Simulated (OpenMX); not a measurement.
Runs of OpenMX 3.8.5 on MgB2. Symmetry: P6/mmm, No. 191, hexagonal system. The conventional cell has a = 3.126 Å, b = 3.126 Å, c = 3.569 Å, α = 90.00°, β = 90.00°, γ = 120.00°. Around Mg (site symmetry 6/mmm) lie 12 B at 2.54 Å. B (site symmetry -6m2) has 3 B at 1.80 Å as nearest neighbours. 

```csv
cell,gap on the mesh (eV),pressure (GPa),largest force (eV/Å)
"P6/mmm, 10.07 Å³/atom",none,-5.8,0.01
"P6/mmm, 9.29 Å³/atom",none,(a),0.01
"P6/mmm, 8.9 Å³/atom",none,(b),0.01
"P6/mmm, 10.45 Å³/atom",none,-10.3,0.01
"P6/mmm, 8.52 Å³/atom",none,23.5,0.01
"P6/mmm, 9.68 Å³/atom",none,-0.3,0.01
```

Alike in all rows: task single point; level PBE; potentials or basis OpenMX 2013 PBE set, Mg7.0-s3p2d1, B7.0-s2p2d1, grid cutoff 500 Ry; no spin polarisation; k mesh 7 × 7 × 7; smearing fermi-dirac 0.05 eV.

Problem. Estimate the missing entries.

Solution. (a) 6.2; (b) 14.1.

Caveats: the basis of atomic orbitals isn't converged, which shifts pressures, moduli and gaps.

A gap of «none» marks a metal or a gap under the smearing width.
